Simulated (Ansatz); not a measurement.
**CuO: density of states with LDA**

Crystal: CuO.

```
Cu O
1.0
     3.28802    0.00000    0.00000
    -1.64401    2.84751    0.00000
     0.00000    0.00000    5.38502
Cu O
2 2
Direct
  0.66667 0.33333 0.00000
  0.33333 0.66667 0.50000
  0.66667 0.33333 0.62520
  0.33333 0.66667 0.12520
```

Measurements of this composition are mostly on another form, of space group No. 15.

| Item | Value |
| --- | --- |
| Program | Ansatz 0.2.0 |
| Task | density of states |
| Functional | LDA |
| Potentials or basis | Ansatz PAW |
| Cutoff | 420 eV (not typed: the program's choice for these potentials) |
| k mesh | 9 × 9 × 5 |
| Occupations | fermi-dirac, width 0.05 eV |
| Spin | no spin polarisation |

| Item | Value |
| --- | --- |
| Pressure | -20.2 GPa |
| Largest force | 0.066 eV/Å |
| Band gap on the k mesh | none (metal or under the smearing width) |
| Density of states at the Fermi level | 6.38 states/eV per cell |

Forces in eV/Å, atoms in the order of the input:
```
Cu   0.000  0.000 -0.066
Cu   0.000  0.000 -0.066
O    0.000  0.000  0.066
O    0.000  0.000  0.066
```

Stress tensor (GPa, compression positive):
```
-20.68   0.00   0.00
  0.00 -20.68   0.00
  0.00   0.00 -19.37
```

Levels at points of the mesh, in eV from the Fermi level:
| k point | band 21 | band 22 | band 23 | band 24 | band 25 | band 26 | band 27 | band 28 | band 29 | band 30 |
| --- | --- | --- | --- | --- | --- | --- | --- | --- | --- | --- |
| (0.00, 0.00, 0.00) | -1.61 | 0.03 | 0.03 | 0.64 | 0.75 | 0.75 | 0.86 | 5.50 | 7.58 | 13.26 |

States per cell in windows of 1 eV (zero at the Fermi level; states under -8 eV left out):
```csv
from (eV),total
-8.0,0.00
-7.0,0.00
-6.0,3.31
-5.0,7.17
-4.0,1.52
-3.0,1.77
-2.0,10.35
-1.0,6.24
0.0,1.64
1.0,0.06
2.0,0.20
3.0,0.37
4.0,0.60
5.0,1.03
6.0,1.10
7.0,1.16
```

Run time: 6.7 s on 2 threads of Arm Neoverse V2, with other jobs on the host, peak memory 0.38 GiB.

Caveat: so large a pressure means that the cell lies far from this level's equilibrium, or that cutoff or potentials fall short; the pressure holds a Pulay correction of +0.8 GPa for the finite cutoff; the run has no spin polarisation, though such a crystal can be magnetic; semilocal functionals often make such compounds metallic where correlation or magnetic order opens a gap, which also shifts bond lengths; the PAW data sets come from PBE, with cores solved anew for the run's functional, which leaves a small shift of forces and pressure. With open d or f shells a metallic result of LDA can be an artefact of self-interaction; +U or a hybrid may open a gap.
